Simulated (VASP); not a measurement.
A run of VASP 6.6.1:

INCAR

```
PREC = Accurate ; ENCUT = 520
EDIFF = 1E-7 ; ISMEAR = 0
SIGMA = 0.1 ; LREAL = F
LASPH = T ; NELM = 150
ALGO = Fast ; ISIF = 2
LWAVE = F ; LCHARG = T
ISPIN = 2 ; MAGMOM = 1 1 1 1
LORBIT = 11 ; LMAXMIX = 4
GGA = PE ; IVDW = 12
LELF = T ; LVHAR = T
NBANDS = 32
```

Contents of KPOINTS:

```
regular mesh
0
Gamma
  9 9 2
```

Contents of POSCAR:

```
Pd
1.0
    2.7625616691      0.0000000000      0.0000000000
   -1.3812808346      2.3924485850      0.0000000000
    0.0000000000      0.0000000000      9.1183940900
Pd
4
Direct
    0.0000000000      0.0000000000      0.0000000000
    0.3333333300      0.6666666700      0.2500000000
    0.0000000000      0.0000000000      0.5000000000
    0.6666666700      0.3333333300      0.7500000000
```

Potentials or basis: VASP PAW PBE potentials, release 64 (Pd).

Command:

```console
$ cat potpaw_PBE.64/Pd/POTCAR > POTCAR
$ mpirun -np 1 vasp_std > vasp.out
```

Hardware: 1 thread of AMD EPYC 9R14 (Zen 4), with other jobs on the host.

Task: Estimate the wall time of this run.

Result: It took 100 s on 1 thread of AMD EPYC 9R14 (Zen 4) (shared host), peak memory 0.23 GiB. Counts: scf iterations 17, k points 24.
